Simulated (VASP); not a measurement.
# SiO2 (Stishovite): relaxation of shape and atoms at fixed volume with PBEsol

SiO2 (Stishovite):

```
CELL_PARAMETERS angstrom
4.24722 0.00000 0.00000
0.00000 4.24722 0.00000
0.00000 0.00000 2.71801
ATOMIC_POSITIONS crystal
Si 0.00000 0.00000 0.00000
Si 0.50000 0.50000 0.50000
O 0.30582 0.30582 0.00000
O 0.19418 0.80582 0.50000
O 0.69418 0.69418 0.00000
O 0.80582 0.19418 0.50000
```

The cell isn't the ideal one: a relaxed cell with its volume scaled by 1.04.

```yaml
Program: VASP 6.6.1
Task: relaxation of shape and atoms at fixed volume
Functional: PBEsol
Potentials_or_basis: VASP PAW PBE potentials, release 64 (Si, O)
Cutoff: 600 eV
k_mesh: 8 × 8 × 10
Occupations: gaussian, width 0.03 eV
Spin: no spin polarisation
Further_INCAR_settings: ALGO = Fast; EDIFF = 1e-07; IBRION = 2; EDIFFG = -0.01; NSW = 40; ISIF = 4
```

```json
{"Energy gained by relaxing": "1.3 meV/atom", "Ionic steps": "5", "Pressure after relaxing": "-10.2 GPa", "Band gap on the k mesh": "4.77 eV, direct"}
```

The path:
```csv
step,energy change (eV),largest force (eV/Å),pressure (GPa)
1,0.0000,0.2439,-11.52
2,-0.0072,0.0514,-10.25
3,-0.0072,0.0434,-10.29
4,-0.0078,0.0129,-10.12
5,-0.0079,0.0002,-10.16
```

Final structure:
```yaml
crystal:
  lattice:
    - [4.26094, 0.00000, 0.00000]
    - [0.00000, 4.26094, 0.00000]
    - [0.00000, 0.00000, 2.70052]
  atoms:
    - { symbol: Si, position: [0.00000, 0.00000, 0.00000] }
    - { symbol: Si, position: [0.50000, 0.50000, 0.50000] }
    - { symbol: O, position: [0.30763, 0.30763, 0.00000] }
    - { symbol: O, position: [0.19237, 0.80763, 0.50000] }
    - { symbol: O, position: [0.69237, 0.69237, 0.00000] }
    - { symbol: O, position: [0.80763, 0.19237, 0.50000] }
```

Levels at points of the mesh, in eV from the valence-band top:
| k point | band 14 | band 15 | band 16 | band 17 | band 18 | band 19 |
| --- | --- | --- | --- | --- | --- | --- |
| (0.00, 0.00, 0.00) | -0.84 | -0.84 | 0.00 | 4.77 | 6.39 | 8.06 |
| (0.50, 0.00, 0.00) | -2.60 | -1.05 | -1.05 | 7.05 | 7.05 | 8.64 |
| (0.50, 0.50, 0.00) | -2.50 | -2.15 | -2.15 | 6.76 | 6.76 | 9.52 |
| (0.00, 0.00, 0.50) | -2.84 | -2.55 | -2.55 | 8.38 | 8.38 | 11.83 |
| (0.50, 0.00, 0.50) | -2.20 | -1.65 | -1.65 | 8.21 | 8.21 | 9.13 |
| (0.50, 0.50, 0.50) | -1.74 | -1.44 | -1.44 | 6.60 | 6.60 | 10.34 |

Wall time 2.8 min on 2 MPI ranks on AMD EPYC 7R13 Processor (Zen 3), on a shared host, peak memory 0.2 GiB a rank.

Caveat: the PAW data sets were made with another functional, which shifts forces and pressure a little. A k mesh can miss the band edges.
